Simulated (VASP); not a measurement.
A run of VASP 6.6.1:

INCAR

```
ALGO = Normal
EDIFF = 1E-7
ENCUT = 520
GGA = PS
ISIF = 2
ISMEAR = -1
LASPH = True
LCHARG = False
LREAL = False
LWAVE = False
NBANDS = 34
NELM = 100
PREC = Accurate
SIGMA = 0.01
```

File KPOINTS:

```
k-points
0
Gamma
  4 4 2
```

The input POSCAR:

```
Tl
1.0
    3.5086380000      0.0000000000      0.0000000000
   -1.7543190000      3.0385690000      0.0000000000
    0.0000000000      0.0000000000     11.2656050000
Tl
4
Direct
    0.0000000000      0.0000000000      0.0000000000
    0.3333333333      0.6666666667      0.2500000000
    0.0000000000      0.0000000000      0.5000000000
    0.6666666667      0.3333333333      0.7500000000
```

Potentials or basis: VASP PAW PBE potentials, release 64 (Tl_d).

The run is started by

```sh
$ cat potpaw_PBE.64/Tl_d/POTCAR > POTCAR
$ mpirun -np 1 vasp_std > vasp.out
```

Hardware: 1 thread of Intel(R) Xeon(R) 6975P-C (Granite Rapids) (shared host).

Task: Estimate the wall time of this run.

Result: Wall time 16 s on 1 thread of Intel(R) Xeon(R) 6975P-C (Granite Rapids), on a shared host, peak memory 0.23 GiB. Counts: scf iterations 12, k points 8.
